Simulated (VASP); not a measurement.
Ni:

```xyz
1
Lattice="-1.3837 1.3837 1.3837 1.3837 -1.3837 1.3837 1.3837 1.3837 -1.3837" Properties=species:S:1:pos:R:3 pbc="T T T"
Ni    0.0000    0.0000    0.0000
```

This isn't the form of Ni at room conditions, which is fcc.

Base run:

| Item | Value |
| --- | --- |
| Program | VASP 6.6.1 |
| Functional | RPBE |
| Potentials or basis | VASP PAW PBE potentials, release 64 (Ni_GW) |
| Cutoff | 550 eV |
| k mesh | 13 × 13 × 13 |
| Occupations | gaussian, width 0.02 eV |
| Spin | collinear spin, ferromagnetic start |
| Starting moments | [1.0] μB |

Its results: band gap on the k mesh none (metal or under the smearing width); pressure 12.2 GPa; net moment 0.59 μB per cell; site moments Ni +0.59 μB.

Problem. The run is repeated on the same cell with these changes: functional from RPBE to PBE; potentials or basis from VASP PAW PBE potentials, release 64 (Ni_GW) to VASP PAW PBE potentials, release 54 (Ni); cutoff from 550 eV to 520 eV. What comes out?

Solution. Band gap on the k mesh none (metal or under the smearing width); pressure 7.6 GPa; net moment 0.59 μB per cell; site moments Ni +0.60 μB.

Caveats: the PAW data sets were made with another functional, which shifts forces and pressure a little (some runs).
